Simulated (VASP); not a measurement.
Computed with PBE GGA, VASP's PBE PAW potentials (set 64) (plane waves; VASP 6.6.1).

Input for VASP

### INCAR
```
ALGO = Normal
EDIFF = 1E-6
ENCUT = 320
GGA = PE
ISIF = 2
ISMEAR = 0
LASPH = .True.
LCHARG = .False.
LREAL = .False.
LWAVE = .False.
NELM = 100
PREC = Accurate
SIGMA = 0.01
SYSTEM = CaF2
```

POSCAR:
```
CaF2
1
    0.0000000000     2.7599560000     2.7599560000
    2.7599560000     0.0000000000     2.7599560000
    2.7599560000     2.7599560000     0.0000000000
Ca F
1 2
Direct
  0.0000000000   0.0000000000   0.0000000000
  0.7500000000   0.7500000000   0.7500000000
  0.2500000000   0.2500000000   0.2500000000
```

KPOINTS:
```
Automatic mesh
0
Gamma
  6 6 6
```

POTCAR, in this order: Ca_sv F (PBE.64 set). Program: vasp_std.

Output of the run:

File OSZICAR:
```
       N       E                     dE             d eps       ncg     rms          rms(c)
DAV:   1     0.170932697051E+03    0.17093E+03   -0.10745E+04   512   0.106E+03
DAV:   2    -0.127003867467E+02   -0.18363E+03   -0.18035E+03   640   0.325E+02
DAV:   3    -0.182638664785E+02   -0.55635E+01   -0.55605E+01   568   0.657E+01
DAV:   4    -0.184699676550E+02   -0.20610E+00   -0.20603E+00   856   0.950E+00
DAV:   5    -0.184711043704E+02   -0.11367E-02   -0.11367E-02   576   0.784E-01    0.694E+00
DAV:   6    -0.175599336882E+02    0.91117E+00   -0.38398E+00   560   0.132E+01    0.358E+00
DAV:   7    -0.175287485508E+02    0.31185E-01   -0.13148E-01   728   0.289E+00    0.185E+00
DAV:   8    -0.175389413264E+02   -0.10193E-01   -0.30770E-02   640   0.206E+00    0.145E-01
DAV:   9    -0.175424467289E+02   -0.35054E-02   -0.56991E-03   696   0.535E-01    0.132E-01
DAV:  10    -0.175435480457E+02   -0.11013E-02   -0.15635E-03   536   0.287E-01    0.145E-02
DAV:  11    -0.175435611397E+02   -0.13094E-04   -0.49667E-05   704   0.601E-02    0.611E-03
DAV:  12    -0.175435679958E+02   -0.68561E-05   -0.15008E-05   624   0.283E-02    0.299E-03
DAV:  13    -0.175435681017E+02   -0.10583E-06   -0.22724E-06   632   0.111E-02
   1 F= -.17543568E+02 E0= -.17543568E+02  d E =-.148199E-62
```

### OUTCAR
```
------------------------ aborting loop because EDIFF is reached ----------------------------------------
  FORCE on cell =-STRESS in cart. coord.  units (eV):
  Direction    XX          YY          ZZ          XY          YZ          ZX
  --------------------------------------------------------------------------------------
  Total      -11.4152466    -11.4152466    -11.4152466      0.0000000      0.0000000      0.0000000
  in kB     -434.9701043   -434.9701043   -434.9701043      0.0000000      0.0000000      0.0000000
  external PRESSURE =    -434.9701043 kB  Pullay stress =       0.0000000 kB
  volume of cell :       42.05
      direct lattice vectors                 reciprocal lattice vectors
     0.000000000  2.759956000  2.759956000    -0.181162308  0.181162308  0.181162308
     2.759956000  0.000000000  2.759956000     0.181162308 -0.181162308  0.181162308
     2.759956000  2.759956000  0.000000000     0.181162308  0.181162308 -0.181162308
 POSITION                                       TOTAL-FORCE (eV/Angst)
 -----------------------------------------------------------------------------------
      0.00000      0.00000      0.00000         0.000000      0.000000     -0.000000
      4.13993      4.13993      4.13993        -0.000000     -0.000000      0.000000
      1.37998      1.37998      1.37998         0.000000     -0.000000     -0.000000
 -----------------------------------------------------------------------------------
    total drift:                               -0.000000      0.000000      0.000000
  FREE ENERGIE OF THE ION-ELECTRON SYSTEM (eV)
  ---------------------------------------------------
  free  energy   TOTEN  =       -17.5435681017 eV

  energy  without entropy=      -17.5435681017  energy(sigma->0) =      -17.54356810
```
(Selected blocks of OUTCAR.)

At this cut-off the stress carries a Pulay error, which pulls relaxed volumes low.

The structure comes from a computed database's CaF2 entry; how it stands against other phases isn't given here. The cell was not relaxed at this level. The run is one of a series of settings (ENCUT = 320, KPOINTS 6×6×6 Γ-centred mesh against the base run), some of them coarse on purpose.
